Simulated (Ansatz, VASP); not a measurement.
**Mo4H in VASP and in Ansatz**

```
H Mo
1.0
     4.04065    0.00000    0.00000
     0.00000    4.04065    0.00000
     0.00000    0.00000    4.04065
H Mo
1 4
Direct
  0.50000 0.50000 0.50000
  0.00000 0.50000 0.50000
  0.50000 0.50000 0.00000
  0.50000 0.00000 0.50000
  0.00000 0.00000 0.00000
```

Change from the starting cell: species swapped into the Fe4N type (Pm-3m, No. 221).

Alike in both runs: functional PBE; k mesh 10 × 10 × 10; occupations gaussian, width 0.1 eV; no spin polarisation.

Ansatz relaxed the structure, and its values are those at the end. VASP's run is a single point on that final structure, the one shown.

|  | VASP | Ansatz |
| --- | --- | --- |
| version | VASP 6.6.1 | Ansatz 0.2.0 |
| potentials or method | VASP PAW PBE potentials, release 64 (H, Mo_sv) | scalar-relativistic, plane waves, PAW |
| plane-wave cutoff (eV) | 520 | 420 |
| valence electrons in the cell | 57 | 57 |

VASP gave:

| Quantity | Value |
| --- | --- |
| gap on the k mesh at the Fermi level (eV) | none |
| pressure (GPa) | 0.4 |

Problem. Which values does Ansatz return?

Solution. gap on the k mesh at the Fermi level (eV): none; pressure (GPa): 0.0.

A gap of «none» marks a metal or a gap that the smearing closes. With one functional, cell and mesh, what is left measures potentials, basis and numerics.
